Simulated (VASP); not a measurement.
**MgSe (strained rocksalt): a r²SCAN single-point calculation in VASP**

INCAR

```
ALGO = Normal
IBRION = -1
NSW = 0
METAGGA = R2SCAN
LCHARG = .FALSE.
NBANDS = 11
NELM = 120
ENCUT = 520
LASPH = .TRUE.
ISMEAR = 0
EDIFF = 1E-7
PREC = Accurate
LREAL = .FALSE.
ISIF = 2
LWAVE = .FALSE.
SIGMA = 0.01
```

KPOINTS

```
KPOINTS created by Atomic Simulation Environment
0
Gamma
8 8 8
0 0 0
```

KPOINTS_OPT

```
special points
7
Reciprocal
0.0000000000 0.0000000000 0.0000000000 1
0.5000000000 0.0000000000 0.5000000000 1
0.6250000000 0.2500000000 0.6250000000 1
0.3750000000 0.3750000000 0.7500000000 1
0.5000000000 0.5000000000 0.5000000000 1
0.5000000000 0.2500000000 0.7500000000 1
0.5000000000 0.5000000000 0.0000000000 1
```

POSCAR

```
Mg Se
 1.0000000000000000
     0.0000000000000000    2.7499507232000000    2.7284790408999999
     2.7499507232000000    0.0000000000000000    2.7284790408999999
     2.7499507232000000    2.7499507232000000    0.0000000000000000
 Mg  Se
   1   1
Cartesian
  0.0000000000000000  0.0000000000000000  0.0000000000000000
  2.7499507231999996  2.7499507231999996  2.7284790408999995
```

VASP ran with the recommended PBE PAW datasets (8 valence electrons in the cell).

Command

```
mpirun -np 1 vasp_std
```

From OUTCAR

```
k-points           NKPTS =     59   k-points in BZ     NKDIM =     59   number of bands    NBANDS=     11

   NELECT =       8.0000    total number of electrons

   dimension x,y,z NGX =    30 NGY =   30 NGZ =   30
   dimension x,y,z NGXF=    60 NGYF=   60 NGZF=   60

  energy-cutoff  :      520.00
  volume of cell :       41.27
      direct lattice vectors                 reciprocal lattice vectors
     0.000000000  2.749950723  2.728479041    -0.181821440  0.181821440  0.183252278
     2.749950723  0.000000000  2.728479041     0.181821440 -0.181821440  0.183252278
     2.749950723  2.749950723  0.000000000     0.181821440  0.181821440 -0.183252278

 k-points in reciprocal lattice and weights: KPOINTS created by Atomic Simulation Env
   0.00000000  0.00000000  0.00000000       0.002
   0.12500000  0.00000000  0.00000000       0.016
   0.25000000  0.00000000  0.00000000       0.016
   0.37500000  0.00000000  0.00000000       0.016
   0.50000000  0.00000000  0.00000000       0.008
   0.12500000  0.12500000  0.00000000       0.004
   0.25000000  0.12500000  0.00000000       0.016
   0.37500000  0.12500000  0.00000000       0.016
   ...

 E-fermi :   2.9264

 k-point     1 :       0.0000    0.0000    0.0000
  band No.  band energies     occupation
      1     -10.4697      2.00000
      2       2.7843      2.00000
      3       2.8243      2.00000
      4       2.8243      2.00000
      5       6.1703      0.00000
      6      10.8180      0.00000
      7      10.8180      0.00000
      8      10.8947      0.00000
      9      13.2855      0.00000
     10      13.4049      0.00000
     11      14.7633      0.00000

 k-point     2 :       0.1250    0.0000    0.0000
  band No.  band energies     occupation
      1     -10.3365      2.00000
      2       1.6775      2.00000
      3       2.7020      2.00000
      4       2.7191      2.00000
      5       7.0678      0.00000
      6      10.5555      0.00000
      7      11.0391      0.00000
      8      11.1031      0.00000
      9      12.3743      0.00000
     10      12.4552      0.00000
     11      14.5116      0.00000

 k-point     3 :       0.2500    0.0000    0.0000
  band No.  band energies     occupation
      1      -9.9807      2.00000
      2      -0.1100      2.00000
      3       2.4900      2.00000
      4       2.4916      2.00000
      5       7.6250      0.00000
      6      10.4426      0.00000
      7      10.5366      0.00000
      8      11.2773      0.00000
      9      13.0686      0.00000
     10      13.0727      0.00000
     11      13.7452      0.00000

 k-point     4 :       0.3750    0.0000    0.0000
  band No.  band energies     occupation
      1      -9.5587      2.00000
      2      -1.5140      2.00000
      3       2.2883      2.00000
      4       2.3061      2.00000
      5       7.4266      0.00000
      6       9.7164      0.00000
      7       9.8025      0.00000
      8      12.3551      0.00000
      9      14.0151      0.00000
     10      15.0532      0.00000
     11      15.0837      0.00000

 k-point     5 :       0.5000    0.0000    0.0000
  band No.  band energies     occupation
      1      -9.3558      2.00000
      2      -2.0586      2.00000
      3       2.2112      2.00000
      4       2.2350      2.00000
      5       7.3079      0.00000
      6       9.4583      0.00000
      7       9.5406      0.00000
      8      12.3228      0.00000
      9      15.1913      0.00000
     10      17.6594      0.00000
     11      17.7015      0.00000

 k-point     6 :       0.1250    0.1250    0.0000
  band No.  band energies     occupation
      1     -10.2903      2.00000
      2       1.6984      2.00000
      3       2.4707      2.00000
      4       2.4707      2.00000
      5       7.4531      0.00000
      6       9.9068      0.00000
      7      11.1224      0.00000
      8      11.5142      0.00000
      9      11.5142      0.00000
     10      13.5559      0.00000
     11      15.4258      0.00000

 k-point     7 :       0.2500    0.1250    0.0000
  band No.  band energies     occupation
      1     -10.0075      2.00000
      2       0.3627      2.00000
      3       2.1658      2.00000
      4       2.2443      2.00000
      5       8.1500      0.00000
      6       9.7166      0.00000
      7      10.0425      0.00000
      8      11.5681      0.00000
      9      12.6584      0.00000
     10      13.9284      0.00000
     11      15.1695      0.00000

 k-point     8 :       0.3750    0.1250    0.0000
  band No.  band energies     occupation
      1      -9.6016      2.00000
      2      -1.0441      2.00000
      3       1.8991      2.00000
      4       1.9788      2.00000
      5       7.9818      0.00000
      6       9.2760      0.00000
      7      10.7068      0.00000
      8      11.2078      0.00000
      9      13.8701      0.00000
     10      15.3333      0.00000
     11      15.7845      0.00000

 k-point     9 :       0.5000    0.1250    0.0000
  band No.  band energies     occupation
      1      -9.3126      2.00000
      2      -1.8302      2.00000
      3       1.5730      2.00000
      4       1.9883      2.00000
      5       7.8828      0.00000
      6       8.9775      0.00000
      7      10.0680      0.00000
      8      13.0851      0.00000
      9      14.0473      0.00000
     10      16.5193      0.00000
     11      17.4995      0.00000

 k-point    10 :      -0.3750    0.1250    0.0000
  band No.  band energies     occupation
      1      -9.3835      2.00000
      2      -1.6446      2.00000
      3       1.4302      2.00000
      4       2.1877      2.00000
      5       8.0891      0.00000
      6       9.1105      0.00000
      7       9.8761      0.00000
      8      12.9337      0.00000
      9      14.5633      0.00000
     10      14.7761      0.00000
     11      16.9684      0.00000

 k-point    11 :      -0.2500    0.1250    0.0000
  band No.  band energies     occupation
      1      -9.7483      2.00000
      2      -0.5921      2.00000
      3       1.5599      2.00000
      4       2.4896      2.00000
      5       8.3985      0.00000
      6       9.7682      0.00000
      7      10.1856      0.00000
      8      11.1203      0.00000
      9      12.6898      0.00000
     10      14.9699      0.00000
     11      15.7412      0.00000

 k-point    12 :      -0.1250    0.1250    0.0000
  band No.  band energies     occupation
      1     -10.1308      2.00000
      2       0.7777      2.00000
      3       2.0429      2.00000
      4       2.7256      2.00000
      5       7.9994      0.00000
      6      10.1924      0.00000
      7      10.8117      0.00000
      8      10.9845      0.00000
      9      11.4426      0.00000
     10      13.6515      0.00000
     11      15.5967      0.00000

 k-point    13 :       0.2500    0.2500    0.0000
  band No.  band energies     occupation
      1      -9.8175      2.00000
      2       0.1469      2.00000
      3       1.7752      2.00000
      4       1.7752      2.00000
      5       7.5203      0.00000
      6       8.5604      0.00000
      7      10.9850      0.00000
      8      13.0727      0.00000
      9      13.0727      0.00000
     10      14.3267      0.00000
     11      17.1682      0.00000

 k-point    14 :       0.3750    0.2500    0.0000
  band No.  band energies     occupation
      1      -9.4884      2.00000
      2      -0.6880      2.00000
      3       1.2822      2.00000
      4       1.5330      2.00000
      5       6.9747      0.00000
      6       8.6194      0.00000
      7      11.4682      0.00000
      8      12.5847      0.00000
      9      14.5221      0.00000
     10      16.1422      0.00000
     11      17.6196      0.00000

 k-point    15 :       0.5000    0.2500    0.0000
  band No.  band energies     occupation
      1      -9.1993      2.00000
      2      -1.2981      2.00000
      3       0.5700      2.00000
      4       1.5324      2.00000
      5       6.9443      0.00000
      6       9.7015      0.00000
      7      11.6491      0.00000
      8      11.6676      0.00000
      9      15.2965      0.00000
     10      17.6196      0.00000
     11      17.7245      0.00000

 k-point    16 :      -0.3750    0.2500    0.0000
  band No.  band energies     occupation
      1      -9.1637      2.00000
      2      -1.3127      2.00000
      3       0.1225      2.00000
      4       1.7739      2.00000
      5       7.3728      0.00000
      6      10.3608      0.00000
      7      10.9686      0.00000
      8      12.4711      0.00000
      9      14.4343      0.00000
     10      15.1034      0.00000
     11      17.1372      0.00000

 ...

  Total       -0.2514220     -0.2514220     -0.0827716      0.0000000     -0.0000000     -0.0000000
  in kB       -9.7614294     -9.7614294     -3.2135991      0.0000000     -0.0000000     -0.0000000
  external PRESSURE =      -7.5788193 kB  Pullay stress =       0.0000000 kB

 POSITION                                       TOTAL-FORCE (eV/Angst)
 -----------------------------------------------------------------------------------
      0.00000      0.00000      0.00000         0.000000     -0.000000      0.000000
      2.74995      2.74995      2.72848         0.000000      0.000000     -0.000000
 -----------------------------------------------------------------------------------
    total drift:                               -0.000000     -0.000000      0.000000

  FREE ENERGIE OF THE ION-ELECTRON SYSTEM (eV)
  ---------------------------------------------------
  free  energy   TOTEN  =       -21.3783287272 eV

  energy  without entropy=      -21.3783287272  energy(sigma->0) =      -21.37832873
```

```
gap between bands v and c : 2.39 eV
least direct gap          : 3.35 eV
pressure                  : -0.8 GPa
```

Band v is the last that the valence electrons fill when counted band by band, and c is the next.

The run took about 98 s on one core of a shared host (Intel Xeon Platinum 8488C) and held 0.19 GiB at most.
